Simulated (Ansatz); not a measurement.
## Wurtzite BeO

All values below come from revPBE in Ansatz (PAW).

Settings: plane-wave cutoff 520 eV, 18×18×8 k mesh (along the axes of the cell as run), Fermi–Dirac smearing 0.01 eV, scalar-relativistic PAW data made under PBE.

Cell: relaxed at this level.

For wurtzite BeO, the equilibrium volume per atom is 7.15 Å³/atom and the bulk modulus B0 comes out as 200 GPa. The lattice constant a is 2.729 Å, the lattice parameter c comes out as 4.431 Å and the band gap is 7.32 eV (direct). The width of the whole s-p valence band is 18.53 eV. The pressure derivative B′ of the bulk modulus is 3.7.

Measured, for comparison: band gap 11.29 eV (zero-point renormalisation of 699 meV (computed, non-adiabatic AHC, without the lattice-expansion part) added back here; inputs from Miglio et al. (2020), arXiv:2011.12765); bulk modulus 212 GPa (room temperature, not corrected to a static lattice, K' fixed at 4, our sources range from 212 to 224; as tabulated in High-pressure and high-temperature crystal chemistry of beryllium oxide (Scilit …); lattice constant a 2.698 Å, lattice parameter c 4.377 Å (temperature not stated, not corrected to a static lattice; as tabulated in Wikipedia's data pages). Computed (rounded) less measured: band gap -3.97 eV, bulk modulus -6 % (-6 % to -11 % over the range), lattice constant a +1.1 %, lattice parameter c +1.2 %.

Note: the bulk modulus comes from volumes at which shape and atoms were relaxed.

Static lattice: no zero-point or thermal effects.

Ansatz is a quantum-chemistry and plane-wave program.
